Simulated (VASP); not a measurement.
CuCl (Nantokite):

```
Cu Cl
1.0
     0.00000    2.64977    2.64977
     2.64977    0.00000    2.64977
     2.64977    2.64977    0.00000
Cu Cl
1 1
Direct
  0.00000 0.00000 0.00000
  0.25000 0.25000 0.25000
```

Base run:

| Quantity | Value |
| --- | --- |
| Program | VASP 6.6.1 |
| Functional | r2SCAN |
| Potentials or basis | VASP PAW PBE potentials, release 64 (Cu, Cl) |
| Cutoff | 520 eV |
| k mesh | 10 × 10 × 10 |
| Occupations | gaussian, width 0.03 eV |
| Spin | no spin polarisation |

Its results: band gap on the k mesh 1.03 eV, direct; pressure 2.1 GPa.

Problem. The run is repeated on the same cell with these changes: functional from r2SCAN to LDA; potentials or basis from VASP PAW PBE potentials, release 64 (Cu, Cl) to VASP PAW LDA potentials, release 64 (Cu, Cl). What comes out?

Solution. Band gap on the k mesh 0.55 eV, direct; pressure -3.2 GPa.

Caveats: the PAW data sets were made with another functional, which shifts forces and pressure a little (some runs).
